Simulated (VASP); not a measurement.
# Te2Mo: single point with LDA

Te2Mo, a slab with vacuum:

```
Te Mo
1.0
     3.56023    0.00000    0.00000
    -1.78012    3.08325    0.00000
     0.00000    0.00000   17.52406
Te Mo
2 1
Direct
  0.33333 0.66667 0.89785
  0.33333 0.66667 0.10214
  0.00000 0.00000 0.00000
```

```yaml
Program: VASP 6.6.1
Task: single point
Functional: LDA
Potentials_or_basis: VASP PAW LDA potentials, release 64 (Te, Mo_sv)
Cutoff: 520 eV
k_mesh: 7 × 7 × 2
Occupations: methfessel-paxton, width 0.05 eV
Spin: no spin polarisation
```

```
Largest force          : 0.371 eV/Å
Band gap on the k mesh : 1.38 eV, direct
```

Forces in eV/Å, atoms in the order of the input:
```
Te   0.000  0.000  0.371
Te   0.000  0.000 -0.371
Mo   0.000  0.000  0.000
```

Levels at points of the mesh, in eV from the valence-band top:
| k point | band 9 | band 10 | band 11 | band 12 | band 13 | band 14 | band 15 | band 16 | band 17 | band 18 |
| --- | --- | --- | --- | --- | --- | --- | --- | --- | --- | --- |
| (0.00, 0.00, 0.00) | -1.54 | -1.45 | -0.74 | -0.74 | -0.22 | 3.21 | 3.21 | 3.50 | 3.50 | 4.52 |
| (0.00, 0.00, 0.50) | -1.54 | -1.45 | -0.74 | -0.74 | -0.22 | 3.21 | 3.21 | 3.50 | 3.50 | 4.61 |

It took 65 s on 1 thread of Intel(R) Xeon(R) Platinum 8488C (Sapphire Rapids), with other jobs on the host, peak memory 0.27 GiB.

Caveat: spin-orbit coupling is left out, which moves the levels of the heavy elements. Expect the measured gap to be larger: semilocal functionals such as LDA lack the derivative discontinuity.
